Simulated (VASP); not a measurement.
Write the native input for VASP 6.6.1 that does the following.

| Property | Result |
| --- | --- |
| Task | relaxation of the atoms |
| Functional | PBE |
| Potentials or basis | VASP PAW PBE potentials, release 64 (K_sv, F) |
| Cutoff | 600 eV |
| k mesh | 10 × 10 × 10 |
| Occupations | gaussian, width 0.03 eV |
| Spin | no spin polarisation |
| Further INCAR settings | ALGO = Normal; EDIFF = 1e-07; IBRION = 2; EDIFFG = -0.01; NSW = 40 |

The structure of KF (Carobbiite) lies in POSCAR:

```
KF                                      
1.0
    0.0000000000      2.7638378908      2.7638378908
    2.7638378908      0.0000000000      2.7638378908
    2.7638378908      2.7638378908      0.0000000000
  K               F             
     1     1
Direct
     0.0000000000000000    0.0000000000000000    0.0000000000000000
     0.5000000000000000    0.5000000000000000    0.5000000000000000
```

The cell isn't the ideal one: a relaxed cell with its volume scaled by 1.06.

One way to write it, as run:

INCAR

```
SYSTEM = KF
PREC = Accurate ; ENCUT = 600
EDIFF = 1E-7 ; ISMEAR = 0
SIGMA = 0.03 ; LREAL = .FALSE.
LASPH = .TRUE. ; NELM = 80
ALGO = Normal ; ISIF = 2
LWAVE = .FALSE. ; LCHARG = .FALSE.
GGA = PE ; IBRION = 2
NSW = 40 ; EDIFFG = -0.01
```

KPOINTS

```
regular mesh
0
G
  10 10 10
  0 0 0
```

Potentials or basis: VASP PAW PBE potentials, release 64 (K_sv, F).

Run with:

```console
$ cat potpaw_PBE.64/K_sv/POTCAR potpaw_PBE.64/F/POTCAR > POTCAR
$ mpirun -np 1 vasp_std > vasp.out
```

Results of the run:

```json
{
 "Pressure after relaxing": "-1.5 GPa",
 "Band gap on the k mesh": "5.67 eV, direct"
}
```

Caveat: the relaxation stopped at its first step, so nothing moved.

Wall time 20 s on 1 thread of Intel(R) Xeon(R) Platinum 8488C (Sapphire Rapids), with other jobs on the host, peak memory 0.18 GiB.
